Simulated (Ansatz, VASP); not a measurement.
# Se: VASP beside Ansatz

```
CELL_PARAMETERS angstrom
1.56988 -4.57058 0.00000
1.56988 4.57058 0.00000
-0.13332 0.00000 3.77988
ATOMIC_POSITIONS crystal
Se 0.86900 0.13100 0.25000
Se 0.13100 0.86900 0.75000
```

Alike in both runs: task relaxation of cell and atoms; functional PBE; k mesh 6 × 6 × 4; occupations gaussian, width 0.1 eV; no spin polarisation.

|  | VASP | Ansatz |
| --- | --- | --- |
| version | VASP 6.6.1 | Ansatz 0.2.0 |
| potentials or method | VASP PAW PBE potentials, release 64 (Se) | scalar-relativistic, plane waves, PAW |
| plane-wave cutoff (eV) | 600 | 420 |
| valence electrons in the cell | 12 | 32 |

Ansatz gave:

| Property | Result |
| --- | --- |
| gap on the k mesh at the Fermi level, each at its own relaxed structure (eV) | none |
| relaxed volume (Å³/atom) | 22.51 |
| relaxed cell length with the largest relative difference (Å) | 3.758 |
| energy change over the relaxation (meV/atom) | -286 |

Which values does VASP return?

gap on the k mesh at the Fermi level, each at its own relaxed structure (eV): none; relaxed volume (Å³/atom): 22.48; relaxed cell length with the largest relative difference (Å): 3.750; energy change over the relaxation (meV/atom): -285.

A gap of «none» marks a metal or a gap that the smearing closes. The two sets of potentials don't hold the same shells in valence.

Caveats: the k mesh is coarse (spacing up to 0.42 Å⁻¹), so the values aren't converged; the volume moved by over 15 % at a fixed basis, so the end points are rough.
